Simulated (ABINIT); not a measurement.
# GaP (F-43m) in ABINIT: further runs

One crystal, GaP, is run at these levels: LDA-VWN, AM05; tasks: equation of state, band structure.

Everything below comes from runs of ABINIT 10.8.3 (patched build). Logs are shortened: lines on timing, memory, paths and dates and some standing lists are left out, and cuts for length are marked. The log counts tension as positive stress, the text compression.

**Experimental background.**

“Phosphorous dimerization in GaP at high pressure”, 2017, arxiv:1709.06667 reports, for a bulk crystal of GaP: bulk modulus 87.5 ± 0.6 GPa.

From “Stacking defects in GaP nanowires: Electronic structure and optical properties”, 2018, arxiv:1810.01194, for a bulk crystal of GaP at 10 K: band gap 2.34 eV (indirect).

The results are compared with them further down.

## 1. The structure

It takes space group F-43m (No. 216, cubic). The conventional cell has a = 5.451 Å, b = 5.451 Å, c = 5.451 Å, α = 90.00°, β = 90.00°, γ = 90.00°. Ga (site symmetry -43m) has 4 P at 2.36 Å as nearest neighbours. Around P (site symmetry -43m) lie 4 Ga at 2.36 Å.

## 2. Equation of state, LDA-VWN

File run.abi:

```
# Datasets: one volume each
ndtset 7
getwfk -1
scalecart1 3*0.9795861087
scalecart2 3*0.9864848297
scalecart3 3*0.9932883884
scalecart4 3*1.0000000000
scalecart5 3*1.0066227096
scalecart6 3*1.0131594038
scalecart7 3*1.0196128224

# Pseudopotentials
pp_dirpath "./"
pseudos "Ga.LDA_PW-JTH.xml, P.LDA_PW-JTH.xml"

# Structure
acell 3.8540855109 3.8540855109 3.8540855109 Angstrom
rprim
     0.0000000000     0.7071067812     0.7071067812
     0.7071067812     0.0000000000     0.7071067812
     0.7071067812     0.7071067812     0.0000000000
ntypat 2
znucl 31 15
natom 2
typat 1 2
xred
     0.0000000000     0.0000000000     0.0000000000
     0.7500000000     0.7500000000     0.7500000000

# Plane-wave basis
ecut 20.0
pawecutdg 40.0

# k points
kptopt 1
ngkpt 8 8 8
nshiftk 1
shiftk 0.0 0.0 0.0

# Exchange and correlation
ixc -1007

# Bands and occupations
nband 13
occopt 3
tsmear 0.05 eV

# SCF cycle
nstep 100
tolvrs 1.0e-9

# Output
iomode 3
prtwf 1
prtden 0
prteig 0
prtebands 0
enunit 1
```

Potentials or basis: JTH PAW LDA v2.0.

On the command line:

```bash
abinit run.abi > log 2>&1
```

run.abo:

```text
.Version 10.8.3 of ABINIT
 DATASET    1 : space group F-4 3 m (#216); Bravais cF (face-center cubic)
================================================================================
 Values of the parameters that define the memory need for DATASET  1.
     intxc =       0    ionmov =       0      iscf =      17    lmnmax =      18
     lnmax =       6     mgfft =      30  mpssoang =       3    mqgrid =    3001
     natom =       2  nloc_mem =       2    nspden =       1   nspinor =       1
    nsppol =       1      nsym =      24    n1xccc =       1    ntypat =       2
    occopt =       3   xclevel =       1
       mpw =        1121          nfft =       27000          nkpt =          29
 PAW method is used; the additional fine FFT grid is defined by:
   mgfftf=        45    nfftf =     91125
================================================================================
================================================================================
[... 71 lines left out ...]
 DATASET    7 : space group F-4 3 m (#216); Bravais cF (face-center cubic)
================================================================================
 Values of the parameters that define the memory need for DATASET  7.
     intxc =       0    ionmov =       0      iscf =      17    lmnmax =      18
     lnmax =       6     mgfft =      30  mpssoang =       3    mqgrid =    3001
     natom =       2  nloc_mem =       2    nspden =       1   nspinor =       1
    nsppol =       1      nsym =      24    n1xccc =       1    ntypat =       2
    occopt =       3   xclevel =       1
       mpw =        1254          nfft =       27000          nkpt =          29
 PAW method is used; the additional fine FFT grid is defined by:
   mgfftf=        45    nfftf =     91125
================================================================================
================================================================================

--------------------------------------------------------------------------------
------------- Echo of variables that govern the present computation ------------
--------------------------------------------------------------------------------
 -outvars: echo values of preprocessed input variables --------
            acell      7.2831660814E+00  7.2831660814E+00  7.2831660814E+00 Bohr
              amu      6.97230000E+01  3.09737620E+01
             ecut      2.00000000E+01 Hartree
           enunit           1
           getwfk          -1
              ixc       -1007
           jdtset        1    2    3    4    5    6    7
         kptrlatt        8    0    0      0    8    0      0    0    8
          kptrlen1     5.70759066E+01
          kptrlen2     5.74778628E+01
          kptrlen3     5.78742744E+01
          kptrlen4     5.82653287E+01
          kptrlen5     5.86512030E+01
          kptrlen6     5.90320656E+01
          kptrlen7     5.94080762E+01
            natom           2
            nband          13
           ndtset           7
            ngfft          30      30      30
          ngfftdg          45      45      45
             nkpt          29
            nstep         100
             nsym          24
           ntypat           2
           occopt           3
        pawecutdg      4.00000000E+01 Hartree
           prtden           0
        prtebands           0
           prteig           0
            rprim1     0.0000000000E+00  6.9267198023E-01  6.9267198023E-01
                       6.9267198023E-01  0.0000000000E+00  6.9267198023E-01
                       6.9267198023E-01  6.9267198023E-01  0.0000000000E+00
            rprim2     0.0000000000E+00  6.9755011263E-01  6.9755011263E-01
                       6.9755011263E-01  0.0000000000E+00  6.9755011263E-01
                       6.9755011263E-01  6.9755011263E-01  0.0000000000E+00
            rprim3     0.0000000000E+00  7.0236095512E-01  7.0236095512E-01
                       7.0236095512E-01  0.0000000000E+00  7.0236095512E-01
                       7.0236095512E-01  7.0236095512E-01  0.0000000000E+00
            rprim4     0.0000000000E+00  7.0710678120E-01  7.0710678120E-01
                       7.0710678120E-01  0.0000000000E+00  7.0710678120E-01
                       7.0710678120E-01  7.0710678120E-01  0.0000000000E+00
            rprim5     0.0000000000E+00  7.1178974407E-01  7.1178974407E-01
                       7.1178974407E-01  0.0000000000E+00  7.1178974407E-01
                       7.1178974407E-01  7.1178974407E-01  0.0000000000E+00
            rprim6     0.0000000000E+00  7.1641188486E-01  7.1641188486E-01
                       7.1641188486E-01  0.0000000000E+00  7.1641188486E-01
                       7.1641188486E-01  7.1641188486E-01  0.0000000000E+00
            rprim7     0.0000000000E+00  7.2097514092E-01  7.2097514092E-01
                       7.2097514092E-01  0.0000000000E+00  7.2097514092E-01
                       7.2097514092E-01  7.2097514092E-01  0.0000000000E+00
          spgroup         216
           tolvrs      1.00000000E-09
           tsmear      1.83746611E-03 Hartree
            typat      1  2
           useylm           1
           xangst1     0.0000000000E+00  0.0000000000E+00  0.0000000000E+00
                       4.0044255642E+00  4.0044255642E+00  4.0044255642E+00
           xangst2     0.0000000000E+00  0.0000000000E+00  0.0000000000E+00
                       4.0326266733E+00  4.0326266733E+00  4.0326266733E+00
           xangst3     0.0000000000E+00  0.0000000000E+00  0.0000000000E+00
                       4.0604387709E+00  4.0604387709E+00  4.0604387709E+00
           xangst4     0.0000000000E+00  0.0000000000E+00  0.0000000000E+00
                       4.0878750001E+00  4.0878750001E+00  4.0878750001E+00
           xangst5     0.0000000000E+00  0.0000000000E+00  0.0000000000E+00
                       4.1149478091E+00  4.1149478091E+00  4.1149478091E+00
           xangst6     0.0000000000E+00  0.0000000000E+00  0.0000000000E+00
                       4.1416689979E+00  4.1416689979E+00  4.1416689979E+00
           xangst7     0.0000000000E+00  0.0000000000E+00  0.0000000000E+00
                       4.1680497665E+00  4.1680497665E+00  4.1680497665E+00
            xcart1     0.0000000000E+00  0.0000000000E+00  0.0000000000E+00
                       7.5672676080E+00  7.5672676080E+00  7.5672676080E+00
            xcart2     0.0000000000E+00  0.0000000000E+00  0.0000000000E+00
                       7.6205599806E+00  7.6205599806E+00  7.6205599806E+00
            xcart3     0.0000000000E+00  0.0000000000E+00  0.0000000000E+00
                       7.6731172279E+00  7.6731172279E+00  7.6731172279E+00
            xcart4     0.0000000000E+00  0.0000000000E+00  0.0000000000E+00
                       7.7249641872E+00  7.7249641872E+00  7.7249641872E+00
            xcart5     0.0000000000E+00  0.0000000000E+00  0.0000000000E+00
                       7.7761243817E+00  7.7761243817E+00  7.7761243817E+00
            xcart6     0.0000000000E+00  0.0000000000E+00  0.0000000000E+00
                       7.8266201103E+00  7.8266201103E+00  7.8266201103E+00
            xcart7     0.0000000000E+00  0.0000000000E+00  0.0000000000E+00
                       7.8764725378E+00  7.8764725378E+00  7.8764725378E+00
             xred      0.0000000000E+00  0.0000000000E+00  0.0000000000E+00
                       7.5000000000E-01  7.5000000000E-01  7.5000000000E-01
            znucl       31.00000   15.00000

================================================================================

 chkinp: Checking input parameters for consistency, jdtset=   1.

 chkinp: Checking input parameters for consistency, jdtset=   2.

 chkinp: Checking input parameters for consistency, jdtset=   3.

 chkinp: Checking input parameters for consistency, jdtset=   4.
[... 27 lines left out ...]
 getcut: wavevector=  0.0000  0.0000  0.0000  ngfft=  30  30  30
         ecut(hartree)=     20.000   => boxcut(ratio)=   2.09103

 Fine grid specifications (used for densities):

 getcut: wavevector=  0.0000  0.0000  0.0000  ngfft=  45  45  45
         ecut(hartree)=     40.000   => boxcut(ratio)=   2.16618

--- Pseudopotential description ------------------------------------------------
- pspini: atom type   1  psp file is ./Ga.LDA_PW-JTH.xml
 Pseudopotential format is: paw10
 basis_size (lnmax)=  6 (lmn_size= 18), orbitals=   0   0   1   1   2   2
 Spheres core radius: rc_sph= 2.10359248
 Shapefunction is BESSEL type: shapef(r,l)=aa(1,l)*jl(q(1,l)*r)+aa(2,l)*jl(q(2,l)*r)
 Radius for shape functions =  1.80829011
 Compensation charge density is not taken into account in XC energy/potential

- pspini: atom type   2  psp file is ./P.LDA_PW-JTH.xml
 Pseudopotential format is: paw10
 basis_size (lnmax)=  4 (lmn_size=  8), orbitals=   0   0   1   1
 Spheres core radius: rc_sph= 1.60765221
 Shapefunction is SIN type: shapef(r)=[sin(pi*r/rshp)/(pi*r/rshp)]**2
 Radius for shape functions =  1.60765221
 Compensation charge density is not taken into account in XC energy/potential

   3.98402520E+02                                ecore*ucvol(ha*bohr**3)
--------------------------------------------------------------------------------

[... 7 lines left out ...]

     iter   Etot(hartree)      deltaE(h)  residm     nres2
 ETOT  1  -85.990879422740    -8.599E+01 1.532E-01 4.336E+00
 ETOT  2  -86.045991838389    -5.511E-02 9.880E-03 4.946E-01
 ETOT  3  -86.045049443613     9.424E-04 4.610E-03 4.682E-02
 ETOT  4  -86.044967432568     8.201E-05 8.875E-04 5.409E-03
 ETOT  5  -86.044966406495     1.026E-06 3.119E-04 1.141E-03
 ETOT  6  -86.044971251540    -4.845E-06 9.957E-05 2.014E-04
 ETOT  7  -86.044970981567     2.700E-07 4.081E-05 8.224E-06
 ETOT  8  -86.044970973068     8.500E-09 1.390E-05 7.043E-07
 ETOT  9  -86.044970971812     1.256E-09 5.723E-06 1.807E-08
 ETOT 10  -86.044970971948    -1.361E-10 1.933E-06 2.004E-09
 ETOT 11  -86.044970971944     3.908E-12 8.049E-07 1.720E-10
[... 1171 lines left out ...]
 Cartesian components of stress tensor (hartree/bohr^3)
  sigma(1 1)=  2.29456382E-04  sigma(3 2)=  0.00000000E+00
  sigma(2 2)=  2.29456382E-04  sigma(3 1)=  0.00000000E+00
  sigma(3 3)=  2.29456382E-04  sigma(2 1)=  0.00000000E+00

-Cartesian components of stress tensor (GPa)         [Pressure= -6.7508E+00 GPa]
- sigma(1 1)=  6.75083982E+00  sigma(3 2)=  0.00000000E+00
- sigma(2 2)=  6.75083982E+00  sigma(3 1)=  0.00000000E+00
- sigma(3 3)=  6.75083982E+00  sigma(2 1)=  0.00000000E+00

== END DATASET(S) ==============================================================
================================================================================

 -outvars: echo values of variables after computation  --------
            acell      7.2831660814E+00  7.2831660814E+00  7.2831660814E+00 Bohr
           etotal1    -8.6044970972E+01
           etotal2    -8.6045285138E+01
           etotal3    -8.6045238842E+01
           etotal4    -8.6044870308E+01
           etotal5    -8.6044213612E+01
           etotal6    -8.6043300134E+01
           etotal7    -8.6042157744E+01
            fcart1    -0.0000000000E+00 -0.0000000000E+00 -0.0000000000E+00
                      -0.0000000000E+00 -0.0000000000E+00 -0.0000000000E+00
            fcart2     8.2813956688E-31  8.2813956688E-31 -2.4844187007E-30
                      -8.2813956688E-31 -8.2813956688E-31  2.4844187007E-30
            fcart3    -0.0000000000E+00 -0.0000000000E+00 -0.0000000000E+00
                      -0.0000000000E+00 -0.0000000000E+00 -0.0000000000E+00
            fcart4     2.0423677990E-31  7.6588792463E-32 -2.0423677990E-31
                      -2.0423677990E-31 -7.6588792463E-32  2.0423677990E-31
            fcart5    -1.4202515458E-30  2.0289307797E-31  1.0144653898E-30
                       1.4202515458E-30 -2.0289307797E-31 -1.0144653898E-30
            fcart6    -0.0000000000E+00 -0.0000000000E+00 -0.0000000000E+00
                      -0.0000000000E+00 -0.0000000000E+00 -0.0000000000E+00
            fcart7    -0.0000000000E+00 -0.0000000000E+00 -0.0000000000E+00
                      -0.0000000000E+00 -0.0000000000E+00 -0.0000000000E+00
            rprim1     0.0000000000E+00  6.9267198023E-01  6.9267198023E-01
[... 30 lines left out ...]
           strten6     1.9000933330E-04  1.9000933330E-04  1.9000933330E-04
                       0.0000000000E+00  0.0000000000E+00  0.0000000000E+00
           strten7     2.2945638155E-04  2.2945638155E-04  2.2945638155E-04
                       0.0000000000E+00  0.0000000000E+00  0.0000000000E+00
           xangst1     0.0000000000E+00  0.0000000000E+00  0.0000000000E+00
                       4.0044255642E+00  4.0044255642E+00  4.0044255642E+00
           xangst2     0.0000000000E+00  0.0000000000E+00  0.0000000000E+00
                       4.0326266733E+00  4.0326266733E+00  4.0326266733E+00
           xangst3     0.0000000000E+00  0.0000000000E+00  0.0000000000E+00
                       4.0604387709E+00  4.0604387709E+00  4.0604387709E+00
           xangst4     0.0000000000E+00  0.0000000000E+00  0.0000000000E+00
                       4.0878750001E+00  4.0878750001E+00  4.0878750001E+00
           xangst5     0.0000000000E+00  0.0000000000E+00  0.0000000000E+00
                       4.1149478091E+00  4.1149478091E+00  4.1149478091E+00
           xangst6     0.0000000000E+00  0.0000000000E+00  0.0000000000E+00
                       4.1416689979E+00  4.1416689979E+00  4.1416689979E+00
           xangst7     0.0000000000E+00  0.0000000000E+00  0.0000000000E+00
                       4.1680497665E+00  4.1680497665E+00  4.1680497665E+00
             xred      0.0000000000E+00  0.0000000000E+00  0.0000000000E+00
                       7.5000000000E-01  7.5000000000E-01  7.5000000000E-01
 Calculation completed.
```

Wall time 76 s (1 thread of Arm Neoverse V1, shared host); peak memory 0.13 GiB.

What came out:

```
Equilibrium volume                      : 19.58 Å³/atom
Bulk modulus                            : 90 GPa
Pressure derivative of the bulk modulus : 4.5
```

Energy against volume, from the lowest point:
```csv
volume (Å³/atom),energy (meV/atom)
19.026,4.27
19.431,0.00
19.836,0.63
20.240,5.64
20.645,14.58
21.050,27.01
21.455,42.55
```

Caveat: pressures at fixed basis lie under the slope of the energies.

## 3. Band structure, AM05

File run.abi:

```
# Datasets: ground state, then fixed potential
ndtset 2

# Pseudopotentials
pp_dirpath "./"
pseudos "Ga.GGA_PBE-JTH.xml, P.GGA_PBE-JTH.xml"

# Structure
acell 3*1.0 Angstrom
rprim
     0.0000000000     2.7252500000     2.7252500000
     2.7252500000     0.0000000000     2.7252500000
     2.7252500000     2.7252500000     0.0000000000
ntypat 2
znucl 31 15
natom 2
typat 1 2
xred
     0.0000000000     0.0000000000     0.0000000000
     0.7500000000     0.7500000000     0.7500000000

# Plane-wave basis
ecut 20.0
pawecutdg 40.0

# Exchange and correlation
ixc -120135

# Bands and occupations
occopt 3
tsmear 0.00183747

# SCF cycle
nstep 100

# Output
iomode 3
prtwf 0
prteig 0
prtebands 0
enunit 2
prtden1 1

# Dataset 1
kptopt1 1
ngkpt1 8 8 8
nshiftk1 1
shiftk1 0.0 0.0 0.0
nband1 13
tolvrs1 1.0e-9

# Dataset 2: bands along G-X-W-K-G-L-U-W-L-K
iscf2 -2
getden2 1
nband2 17
nbdbuf2 2
tolwfr2 1.0e-12
kptopt2 -9
ndivsm2 8
prteig2 1
prtvol2 -3
kptbounds2
     0.0000000000     0.0000000000     0.0000000000
     0.5000000000     0.0000000000     0.5000000000
     0.5000000000     0.2500000000     0.7500000000
     0.3750000000     0.3750000000     0.7500000000
     0.0000000000     0.0000000000     0.0000000000
     0.5000000000     0.5000000000     0.5000000000
     0.6250000000     0.2500000000     0.6250000000
     0.5000000000     0.2500000000     0.7500000000
     0.5000000000     0.5000000000     0.5000000000
     0.3750000000     0.3750000000     0.7500000000
```

Potentials or basis: JTH PAW PBE v2.0.

On the command line:

```bash
abinit run.abi > log 2>&1
```

Run time: 59 s. Hardware: 1 thread of Arm Neoverse V1, shared host; peak memory 0.14 GiB.

Results (log left out):

```yaml
Free_energy: -2332.7607 eV
Pressure: -0.2 GPa
Band_gap_on_the_k_mesh: 1.60 eV, indirect (least direct gap 1.82 eV)
Band_gap_along_the_path: 1.55 eV, indirect (least direct gap 1.82 eV)
Valence_electrons_inside_the_program's_atomic_spheres: Ga 11.07; P 1.58
```

Levels at the corners of the path, in eV from the valence-band top:
```
point  band 6  band 7  band 8  band 9  band 10  band 11  band 12  band 13
    Γ  -12.49    0.00    0.00    0.00     1.82     3.84     3.84     3.84
    X   -9.50   -6.79   -2.71   -2.71     1.61     1.78    10.54    10.54
    W   -9.40   -6.58   -3.60   -3.45     4.68     4.84     6.06     6.11
    K   -9.54   -6.58   -3.97   -2.27     2.15     4.77     8.20     8.23
    Γ  -12.49    0.00    0.00    0.00     1.82     3.84     3.84     3.84
    L  -10.41   -6.66   -1.13   -1.13     1.65     4.67     4.67     8.24
    U   -9.54   -6.58   -3.97   -2.27     2.15     4.77     8.20     8.23
    W   -9.40   -6.58   -3.60   -3.45     4.68     4.84     6.06     6.11
    L  -10.41   -6.66   -1.13   -1.13     1.65     4.67     4.67     8.24
    K   -9.54   -6.58   -3.97   -2.27     2.15     4.77     8.20     8.23
```

Caveat: the PAW data sets were made with another functional, which shifts forces and pressure a little.

## 4. Against experiment

Step 2. A measured bulk modulus of GaP is 87.5 GPa (“Phosphorous dimerization in GaP at high pressure”, 2017, arxiv:1709.06667); the calculated 90 GPa misses it by +3.0 %. The fit is for a static lattice scaled at fixed shape and fixed fractional positions.

Step 3. Against the measured gap of GaP, 2.34 eV (indirect; 10 K; quoted in “Stacking defects in GaP nanowires: Electronic structure and optical properties”, 2018, arxiv:1810.01194), the calculated 1.55 eV is off by -0.79 eV. Spin-orbit coupling on Ga is left out. The value is that of AM05, without temperature or zero-point motion. Semilocal functionals fall short of measured gaps as a rule.
